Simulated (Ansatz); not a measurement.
The system is KI.

```xyz
2
Lattice="0.0000 3.5328 3.5328 3.5328 0.0000 3.5328 3.5328 3.5328 0.0000" Properties=species:S:1:pos:R:3 pbc="T T T"
I     3.5328    3.5328    3.5328
K     0.0000    0.0000    0.0000
```

Base run:

- Program: Ansatz 0.2.0
- Functional: PBEsol
- Potentials or basis: all-electron LAPW, scalar-relativistic
- Cutoff: 116 eV (chosen from the basis error)
- Basis error allowed: 0.001 eV/atom
- k mesh: 7 × 7 × 7
- Occupations: fermi-dirac, width 0.05 eV
- Spin: no spin polarisation

Its results: band gap on the k mesh 3.82 eV, direct; pressure -0.3 GPa.

The run is repeated on the same cell with these changes: functional from PBEsol to LDA. What comes out?

Band gap on the k mesh 3.60 eV, direct; pressure -1.3 GPa.

LDA binds more tightly than PBEsol, so the same cell stands under less pressure.

Caveats: spin-orbit coupling is left out, which moves the levels of the heavy elements.
